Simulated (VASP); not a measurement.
**KBr in VASP 6.6.1, single-point calculation**

INCAR

```
ISMEAR = -1
PREC = Accurate
EDIFF = 1E-7
NBANDS = 48
NSW = 0
IBRION = -1
ISIF = 2
LCHARG = .FALSE.
SIGMA = 0.02
GGA = PE
LREAL = .FALSE.
LWAVE = .FALSE.
LASPH = .TRUE.
ADDGRID = .TRUE.
ENCUT = 520
NELM = 120
```

KPOINTS

```
KPOINTS created by Atomic Simulation Environment
0
Monkhorst-Pack
6 6 6
0 0 0
```

POSCAR

```
K  Br
 1.0000000000000000
     0.0141996657000000    3.3022478341000001    3.3022478341000001
     3.3022478341000001    0.0141996657000000    3.3022478341000001
     3.3164474998000002    3.3164474998000002    0.0000000000000000
 K   Br
   1   1
Cartesian
  0.0000000000000000  0.0000000000000000  0.0000000000000000
  3.3164474998000006  3.3164474998000006  3.3022478341000001
```

The recommended PBE PAW datasets give the neutral cell 16 valence electrons.

Command

```
mpirun -np 1 vasp_std
```

**Question.** How does this run end, and what does it give?

**Answer.** It converged. Results: gap between bands v and c on the k mesh 4.62 eV; least direct gap on the k mesh 4.62 eV; pressure 0.7 GPa. Band v is the last that the valence electrons fill when counted band by band, and c is the next.

OSZICAR

```
N       E                     dE             d eps       ncg     rms          rms(c)
DAV:   1     0.130832363465E+03    0.13083E+03   -0.53364E+03  6048   0.293E+02
DAV:   2    -0.711402516838E+00   -0.13154E+03   -0.11143E+03  7312   0.104E+02
DAV:   3    -0.627093806269E+01   -0.55595E+01   -0.54983E+01  7696   0.199E+01
DAV:   4    -0.638781608204E+01   -0.11688E+00   -0.11669E+00  8040   0.234E+00
DAV:   5    -0.638888466376E+01   -0.10686E-02   -0.10686E-02  7448   0.180E-01    0.310E+00
DAV:   6    -0.621642668030E+01    0.17246E+00   -0.21711E-02  7696   0.698E-01    0.227E+00
DAV:   7    -0.620642919558E+01    0.99975E-02   -0.31882E-02  7712   0.582E-01    0.991E-01
DAV:   8    -0.621435268434E+01   -0.79235E-02   -0.49534E-03  7176   0.230E-01    0.104E-01
DAV:   9    -0.621537223228E+01   -0.10195E-02   -0.36652E-04  7640   0.643E-02    0.732E-02
DAV:  10    -0.621565911436E+01   -0.28688E-03   -0.13770E-04  7064   0.319E-02    0.127E-02
DAV:  11    -0.621568418213E+01   -0.25068E-04   -0.12772E-05  7496   0.997E-03    0.506E-03
DAV:  12    -0.621568505893E+01   -0.87681E-06   -0.92805E-07  7216   0.265E-03    0.377E-03
DAV:  13    -0.621568506552E+01   -0.65875E-08   -0.50806E-08  7432   0.705E-04
   1 F= -.62156851E+01 E0= -.62156851E+01  d E =-.137976E-11
```

The shifted mesh misses Γ, so a band edge there is missed.

For comparison, a separate PBE run of the intended cell, on usual settings and not on those above, gives a gap of 4.42 eV on its mesh and a pressure of 0.7 GPa.
